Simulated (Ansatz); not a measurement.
# InN, pressure series

Start from InN in the wurtzite structure (space group P6_3mc, No. 186; a = 3.581 Å, c = 5.788 Å).

Cell and atoms are relaxed at each pressure.

The values are results of Ansatz (a first-principles code), PBE, PAW, cutoff 420 eV, no SOC, earlier PAW set, not measurements.

Two rows of this table had their results exchanged by mistake.

| pressure | volume per atom (Å³) | shortest distance (Å) | band gap |
|---|---|---|---|
| pressure −2 GPa | 15.80 | 2.171 | zero |
| pressure −1 GPa | 16.20 | 2.189 | zero |
| pressure 0.9 GPa | 15.95 | 2.178 | zero |
| pressure 2.1 GPa | 16.34 | 2.196 | zero |
| pressure 4.5 GPa | 15.53 | 2.159 | zero |
| pressure 9 GPa | 15.08 | 2.138 | zero |
| pressure 15 GPa | 14.57 | 2.113 | zero |
| pressure 22.5 GPa | 14.04 | 2.087 | 0.10 eV |
| pressure 30 GPa | 13.59 | 2.065 | 0.19 eV |

Task: Which two?

Result: The rows for pressure −2 GPa and pressure 2.1 GPa: the volume has to fall steadily with pressure, so 16.34 Å³ belongs to pressure −2 GPa and 15.80 Å³ to pressure 2.1 GPa.

The mesh was chosen for an insulator and is coarse for the gapless case. Load acts through the strain it causes; cell and atoms are relaxed under it. Whether these cells are dynamically stable was not tested. Tetrahedral semiconductors of this kind turn to denser phases somewhere between about 1 and 50 GPa; those were not computed, so compressed cells here can lie past the real transition. The final runs are not spin-polarised. Gaps under 0.05 eV, about the width of the smearing, are given as zero. A zero or small gap of InN can be the functional's error rather than a property of the material.
